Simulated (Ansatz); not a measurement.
Runs of Ansatz 0.2.0 on AlN. It takes space group P6_3mc (No. 186, hexagonal). Conventional cell: a = 3.113 Å, b = 3.113 Å, c = 4.981 Å, α = 90.00°, β = 90.00°, γ = 120.00°. Al (site symmetry 3m) has 4 N at 1.89 Å as nearest neighbours. Around N (site symmetry 3m) lie 4 Al at 1.89 Å. 

| task | level | cutoff (eV) | gap on the mesh (eV) | pressure (GPa) | V0 of scaled cells (Å³/atom) | B0 (GPa) | largest force (eV/Å) |
| --- | --- | --- | --- | --- | --- | --- | --- |
| equation of state | LDA | - | - | - | 10.21 | 211 | - |
| band structure | LDA | 346 | (b) | (a) | - | - | 0.12 |
| band structure | PBE | 346 | (d) | (c) | - | - | 0.13 |
| equation of state | PBEsol | - | - | - | 10.46 | 201 | - |
| band structure | PBEsol | 346 | 4.14 | 0.1 | - | - | 0.13 |

Alike in all rows: potentials or basis all-electron LAPW, scalar-relativistic; no spin polarisation; cell as given; k mesh 10 × 10 × 6; smearing fermi-dirac 0.05 eV; basis error allowed 0.002 eV/atom.

Fill in the values left out.

(a) -4.6; (b) 4.24; (c) 3.6; (d) 4.22.

Caveats: the cell was scaled at fixed shape and fractional positions, which overstates the stiffness of a crystal with free parameters, most of all of layers and chains (some runs).

A k mesh can miss the band edges.

Not every run made on this cell is shown here.
